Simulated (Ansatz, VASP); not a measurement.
Two plane-wave programs on Cr

```
Cr
1.0
     0.00000    1.79231    1.79231
     1.79231    0.00000    1.79231
     1.79231    1.79231    0.00000
Cr
1
Direct
  0.00000 0.00000 0.00000
```

Alike in both runs: functional PBEsol; k mesh 8 × 8 × 8; occupations gaussian, width 0.1 eV; no spin polarisation.

Ansatz relaxed the structure, and its values are those at the end. VASP's run is a single point on that final structure, the one shown.

|  | VASP | Ansatz |
| --- | --- | --- |
| version | VASP 6.6.1 | Ansatz 0.2.0 |
| potentials or method | VASP PAW PBE potentials, release 64 (Cr_pv) | scalar-relativistic, plane waves, PAW |
| plane-wave cutoff (eV) | 520 | 420 |
| valence electrons in the cell | 12 | 14 |

|  | VASP | Ansatz | Ansatz less VASP |
| --- | --- | --- | --- |
| gap on the k mesh at the Fermi level (eV) | none | none | - |
| pressure (GPa) | -0.5 | 0.0 | +0.56 |

A gap of «none» marks a metal or a gap that the smearing closes. The functional is the same, so the differences come from potentials, cutoffs and numerics. The two sets of potentials don't hold the same shells in valence.

Caveats: the k mesh is coarse (spacing up to 0.38 Å⁻¹), so the values aren't converged; the PAW data sets were made with another functional, which shifts forces and pressure a little (VASP); the run has no spin polarisation, though such a crystal can be magnetic. Spin polarisation is off, so any magnetic state and its effect on volume and gap are missing.
